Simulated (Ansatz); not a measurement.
The polar optical mode of MgO at -5.9 GPa, worked through

Method: DFT PBEsol, scalar-relativistic, plane waves, PAW (Ansatz 0.2.0). Cutoff 420 eV, 10×10×10 k-points (Γ-centred), fixed occupations. No spin polarisation. Phonons by linear response, acoustic sum rule imposed.

The cell is fixed (symmetry leaves no force on the atoms) and stands under -5.9 GPa:
```yaml
crystal:
  lattice:
    - [0.00000, 2.13610, 2.13610]
    - [2.13610, 0.00000, 2.13610]
    - [2.13610, 2.13610, 0.00000]
  atoms:
    - { symbol: Mg, position: [0.00000, 0.00000, 0.00000] }
    - { symbol: O, position: [0.50000, 0.50000, 0.50000] }
```

The cell is the ideal cubic rocksalt prototype.

Linear response gives ν_TO = 349.5 cm⁻¹, Born charges ±1.998 e (positive on Mg) and ε∞ = 3.299. The primitive cell holds 19.494 Å³, and the masses are 24.305 and 15.999 amu.

Task: Find ν_LO and the static dielectric constant.

Result: The long-wave field adds a restoring force: ω_LO² − ω_TO² = Z*²e²/(ε_vac ε∞ μV). In these units ν_LO² − ν_TO² = 4.92064×10⁷ Z*²/(μ V ε∞) cm⁻², with μ = m₁m₂/(m₁ + m₂) = 9.648 amu: 316516 cm⁻². So ν_LO = √(349.5² + 316516) = 662.3 cm⁻¹, and the run gives 662.3. Lyddane–Sachs–Teller then gives ε0 = ε∞ (ν_LO/ν_TO)² = 11.85, against 11.85 in the run (it forms both from the same three quantities, so the match checks the arithmetic only). Between ν_TO and ν_LO the dielectric function is negative and an undamped crystal reflects fully: a reststrahlen band from 15.1 to 28.6 μm.

Task: What do the Clausius–Mossotti polarisability and the Szigeti charge come to?

Result: With the Lorentz local field, α = (3V/4π)(ε∞ − 1)/(ε∞ + 2) = 2.02 Å³ for the pair, and e_S = 3Z*/(ε∞ + 2) = 1.13 e. The Born charge includes the electrons' response to the dipole's own local field, and e_S takes that enhancement out. The Lorentz field assumes point-like polarisable ions, a fair picture at this small ε∞.

Task: How strongly does a slow electron couple to the LO mode?

Result: For one isotropic parabolic band, Fröhlich's constant is α_F = (1/ε∞ − 1/ε0) √(m* Ry/ħω_LO), with Ry = 13.606 eV, ħω_LO = 82.1 meV and m* in free-electron masses: α_F = 0.2187 × 12.87 × √m* = 2.82 √m*. The band mass isn't part of this run; for m* = 0.1, 0.3 and 1 it gives 0.89, 1.54, 2.82. In weak coupling the polaron lies α_F ħω_LO below the band edge (127 meV at m* = 0.3) with a mass m*(1 + α_F/6); past α_F of about 5 or 6 that expansion fails. A semilocal functional's ε∞ tends to be too large, which taken alone lowers α_F.

The large LO–TO splitting reflects strongly ionic bonding: the Born charge is close to the nominal divalent value, the reduced mass is small, and the tightly bound O 2p electrons screen the long-range field only weakly. That field supplies most of the LO restoring force. The TO mode lacks it and depends on short-range repulsion outweighing the local-field attraction, a balance that stretching the lattice weakens. This probably explains most of why ν_TO lies below, and ε0 above, the familiar ambient values for MgO, since the ionic part of ε0 grows as the inverse square of ν_TO. The Szigeti charge of 1.13 e need not mean that the ions carry only about half their formal charge; overlap distortion of the electron shells during the vibration also lowers it. For electrons in the dispersive, s-like conduction band, the coupling suggests a large polaron rather than a self-trapped one. This doesn't carry over to holes, whose heavier, degenerate O 2p bands fall outside the single-band model and favour localisation.
